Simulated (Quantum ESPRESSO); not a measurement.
# CuO (Tenorite): band structure with LDA

Crystal: CuO (Tenorite).

```
CELL_PARAMETERS angstrom
2.34465 -1.71340 0.00000
2.34465 1.71340 0.00000
-0.86055 0.00000 5.05944
ATOMIC_POSITIONS crystal
Cu 0.49680 0.00320 0.50000
Cu 0.00320 0.49680 0.00000
O 0.40560 0.57140 0.75370
O 0.57140 0.40560 0.25370
```

* Program: Quantum ESPRESSO 7.5
* Task: band structure
* Functional: LDA
* Potentials or basis: GBRV 1.5 LDA
* Cutoff: 762 eV
* Density cutoff: 6095 eV
* k mesh: 10 × 10 × 5
* Occupations: fermi-dirac, width 0.05 eV
* Spin: no spin polarisation
* Form of the LDA correlation: PZ81
* Mixing beta: 0.5
* Most SCF iterations: 120
* SCF threshold: 8e-10 Ry

| Quantity | Value |
| --- | --- |
| Pressure | -8.7 GPa |
| Largest force | 0.793 eV/Å |
| Band gap on the k mesh | none (metal or under the smearing width) |

Forces on the atoms (eV/Å):
```
Cu  -0.588 -0.307  0.222
Cu  -0.588  0.307  0.222
O    0.588 -0.484 -0.222
O    0.588  0.484 -0.222
```

Stress tensor (GPa, compression positive):
```
 -9.58   0.00  -0.54
  0.00  -5.49   0.00
 -0.54   0.00 -11.17
```

Levels at the corners of the path, in eV from the Fermi level:
```csv
point,band 22,band 23,band 24,band 25,band 26,band 27,band 28,band 29
Γ,-2.26,-2.17,-1.68,0.22,0.93,1.65,5.88,7.98
Y,-2.16,-1.66,-1.25,-0.67,1.07,3.18,6.80,8.33
F,-1.88,-1.36,-1.34,-0.66,0.20,4.07,5.95,8.48
L,-1.69,-1.33,-1.33,-0.41,-0.41,5.04,5.04,8.77
I,-1.84,-1.52,-1.52,-0.29,-0.29,5.68,5.68,8.85
I1,-1.84,-1.52,-1.52,-0.29,-0.29,5.68,5.68,8.85
Z,-2.27,-1.50,-1.50,0.25,0.25,3.84,3.84,11.46
F1,-1.88,-1.36,-1.34,-0.66,0.20,4.07,5.95,8.48
Y,-2.16,-1.66,-1.25,-0.67,1.07,3.18,6.80,8.33
X1,-2.04,-1.41,-1.35,-1.31,0.89,4.71,6.98,7.44
X,-2.04,-1.41,-1.35,-1.31,0.89,4.71,6.98,7.44
Γ,-2.26,-2.17,-1.68,0.22,0.93,1.65,5.88,7.98
N,-1.63,-1.52,-1.42,-0.03,0.29,4.67,6.13,6.79
M,-2.19,-1.75,-1.64,-0.09,0.74,4.96,6.34,7.89
Γ,-2.26,-2.17,-1.68,0.22,0.93,1.65,5.88,7.98
```

It took 120 s on 2 MPI ranks on Arm Neoverse V2, on a shared host, peak memory 0.46 GiB a rank.

Caveat: the run has no spin polarisation, though such a crystal can be magnetic; semilocal functionals often make such compounds metallic where correlation or magnetic order opens a gap, which also shifts bond lengths. With open d or f shells a metallic result of LDA can be an artefact of self-interaction; +U or a hybrid may open a gap.
